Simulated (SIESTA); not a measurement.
A run of SIESTA 5.4.2 is set up as follows.

File run.py:

```python
from ase import Atoms
from ase.calculators.siesta import Siesta
from ase.units import Ry, GPa

atoms = Atoms(
    ['Pd'],
    cell=[
        [0.0, 1.9465, 1.9465],
        [1.9465, 0.0, 1.9465],
        [1.9465, 1.9465, 0.0],
    ],
    scaled_positions=[
        [0.0, 0.0, 0.0],
    ],
    pbc=True,
)

fdf = {
    'SCFMustConverge': False,
    'OccupationFunction': 'FD',
    'ElectronicTemperature': '0.05 eV',
    'MaxSCFIterations': '120',
    'SCF.Mixer.Method': 'Pulay',
    'SCF.Mixer.Weight': '0.25',
    'SCF.Mixer.History': '8',
    'SCF.DM.Tolerance': '5.0e-05',
    'SCF.H.Tolerance': '1.0e-03 eV',
    'WriteForces': 'true',
    'Charge.Mulliken': 'end',
    'BandLinesScale': 'ReciprocalLatticeVectors',
    'BandLines': ['  1    0.000000   0.000000   0.000000  \\Gamma', ' 12    0.500000   0.000000   0.500000  X', '  6    0.500000   0.250000   0.750000  W', '  4    0.375000   0.375000   0.750000  K', ' 13    0.000000   0.000000   0.000000  \\Gamma', ' 11    0.500000   0.500000   0.500000  L', '  8    0.625000   0.250000   0.625000  U', '  4    0.500000   0.250000   0.750000  W', '  9    0.500000   0.500000   0.500000  L', '  8    0.375000   0.375000   0.750000  K', '  1    0.625000   0.250000   0.625000  U', '  4    0.500000   0.000000   0.500000  X'],
}
calc = Siesta(
    label="Pd",
    command="siesta < PREFIX.fdf > PREFIX.out",
    pseudo_path="pseudos",
    pseudo_qualifier="",
    xc=('LDA', 'PW92'),
    basis_set="DZP",
    mesh_cutoff=800 * Ry,
    energy_shift=0.002 * Ry,
    kpts=[12, 12, 12],
    spin="non-polarized",
    fdf_arguments=fdf,
)
atoms.calc = calc

print(f"energy = {atoms.get_potential_energy():.6f} eV")
free = atoms.get_potential_energy(force_consistent=True)
print(f"free energy = {free:.6f} eV")
print("forces (eV/A):")
print(atoms.get_forces(apply_constraint=False).round(6))
print("stress (GPa, Voigt order, tension positive):", (atoms.get_stress() / GPa).round(4))
```

Potentials or basis: PseudoDojo 0.4 standard (LDA files), DZP (energy shift 0.002 Ry).

The run is started by

```sh
$ python run.py
```

Task: Estimate the band gap on the k mesh.

Result: None (metal or under the smearing width).

Task: Predict the pressure.

Result: -9.0 GPa.

Levels at the corners of the path, in eV from the Fermi level:
```
point  band 5  band 6  band 7  band 8  band 9  band 10  band 11  band 12  band 13  band 14
    Γ   -7.01   -2.82   -2.82   -2.82   -1.19    -1.19    28.30    28.30    28.30    31.43
    X   -5.31   -5.07   -0.02    0.29    0.29     3.53    11.27    15.50    15.50    22.50
    W   -4.24   -3.32   -3.32   -1.26    0.29     9.26     9.26    10.88    12.12    31.39
    K   -4.67   -4.08   -1.91   -0.90   -0.14     7.34     8.46    11.29    17.82    23.53
    Γ   -7.01   -2.82   -2.82   -2.82   -1.19    -1.19    28.30    28.30    28.30    31.43
    L   -5.25   -2.85   -2.85   -0.01   -0.01     1.23     7.65    24.58    24.58    28.81
    U   -4.67   -4.08   -1.91   -0.90   -0.14     7.34     8.46    11.29    17.82    23.53
    W   -4.24   -3.32   -3.32   -1.26    0.29     9.26     9.26    10.88    12.12    31.39
    L   -5.25   -2.85   -2.85   -0.01   -0.01     1.23     7.65    24.58    24.58    28.81
    K   -4.67   -4.08   -1.91   -0.90   -0.14     7.34     8.46    11.29    17.82    23.53
    U   -4.67   -4.08   -1.91   -0.90   -0.14     7.34     8.46    11.29    17.82    23.53
    X   -5.31   -5.07   -0.02    0.29    0.29     3.53    11.27    15.50    15.50    22.50
```

Caveat: semicore shells carry a single zeta, which can move pressures by several GPa and volumes by a few percent; the basis of atomic orbitals isn't converged, which shifts pressures, moduli and gaps.
